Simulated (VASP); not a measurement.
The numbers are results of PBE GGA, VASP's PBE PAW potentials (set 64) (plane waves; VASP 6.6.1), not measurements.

Gaps are without spin-orbit coupling.

```yaml
volume_per_atom: 35.35 Å³/atom
band gap (over mesh and band path): 0.83 eV
smallest direct gap (over mesh and band path): 0.83 eV
hill_bulk_modulus: 39.3 GPa
hill_shear_modulus: 24.2 GPa
```

Question: Which relaxed crystal gives these values?
(A) PbTe, Fm-3m (225)
(B) CdF2, Fm-3m (225)
(C) BaF2, Fm-3m (225)
(D) BaHfO3, Pm-3m (221)

Answer: A, PbTe, Fm-3m (225)
